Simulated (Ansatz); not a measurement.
One atom moved along a line in Al3Cu

All numbers below come from DFT PBEsol, scalar-relativistic, plane waves, PAW (Ansatz 0.2.0). The runs took a 420 eV cutoff, a Γ-centred 18×18×6 mesh and Gaussian smearing (0.15 eV). No spin polarisation. Energies are free energies at this smearing, counted from the undisturbed cell; pressure is positive in compression.

Reference structure (relaxed at this level; it needn't be the usual structure):

```yaml
crystal:
  lattice:
    - [2.77968, 0.00000, 0.00000]
    - [0.00000, 2.77968, 0.00000]
    - [0.00000, 0.00000, 7.60296]
  atoms:
    - { symbol: Al, position: [0.00000, 0.00000, 0.50000] }
    - { symbol: Al, position: [0.50000, 0.50000, 0.22069] }
    - { symbol: Al, position: [0.50000, 0.50000, 0.77931] }
    - { symbol: Cu, position: [0.00000, 0.00000, 0.00000] }
```

Atom 4 (Cu) is moved by x along the Cartesian unit vector (0.000, 0.000, 1.000); the cell and all other atoms stay fixed. The cell is metallic on the mesh throughout.

| x (Å) | ΔE (meV/cell) |
| --- | --- |
| -0.2000 | 121.3 |
| -0.0667 | 13.4 |
| 0.0000 | 0.0 |
| 0.1333 | 53.7 |

Q: Predict the pressure (GPa) at each point.

A:
```
  x (Å) pressure (GPa)
-0.2000             1.1
-0.0667             0.1
 0.0000             0.0
 0.1333             0.5
```